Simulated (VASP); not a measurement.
Set up this calculation in VASP 6.6.1, as the native input.

* Task: single point
* Functional: PBE
* Potentials or basis: VASP PAW PBE potentials, release 64 (Bi_d)
* Cutoff: 520 eV
* k mesh: 9 × 9 × 9
* Occupations: fermi-dirac, width 0.05 eV
* Spin: no spin polarisation
* Dipole correction: no
* Further INCAR settings: ALGO = Normal; EDIFF = 1e-06; NBANDS = 14

The structure of Bi lies in POSCAR:

```
Bi
1.0
   -1.9919543146      1.9919543146      1.9919543146
    1.9919543146     -1.9919543146      1.9919543146
    1.9919543146      1.9919543146     -1.9919543146
Bi
1
Direct
    0.0000000000      0.0000000000      0.0000000000
```

This isn't the form of Bi at room conditions, which is rhombohedral.

The input as run:

INCAR

```
SYSTEM = Bi
ALGO = Normal ; EDIFF = 1E-6
ENCUT = 520 ; GGA = PE
ISIF = 2 ; ISMEAR = -1
LASPH = .TRUE. ; LCHARG = .FALSE.
LREAL = .FALSE. ; LWAVE = .FALSE.
NBANDS = 14 ; NELM = 100
PREC = Accurate ; SIGMA = 0.05
```

KPOINTS

```
k-points
0
G
  9 9 9
  0 0 0
```

Potentials or basis: VASP PAW PBE potentials, release 64 (Bi_d).

Command:

```console
$ cat potpaw_PBE.64/Bi_d/POTCAR > POTCAR
$ mpirun -np 1 vasp_std > vasp.out
```

Results of the run:

The pressure is 0.0 GPa and the band gap on the k mesh is none (metal or under the smearing width).

Caveat: spin-orbit coupling is left out, which moves the levels of the heavy elements.

Wall time 9.5 s on 1 thread of Intel(R) Xeon(R) Platinum 8488C (Sapphire Rapids), with other jobs on the host, peak memory 0.15 GiB.
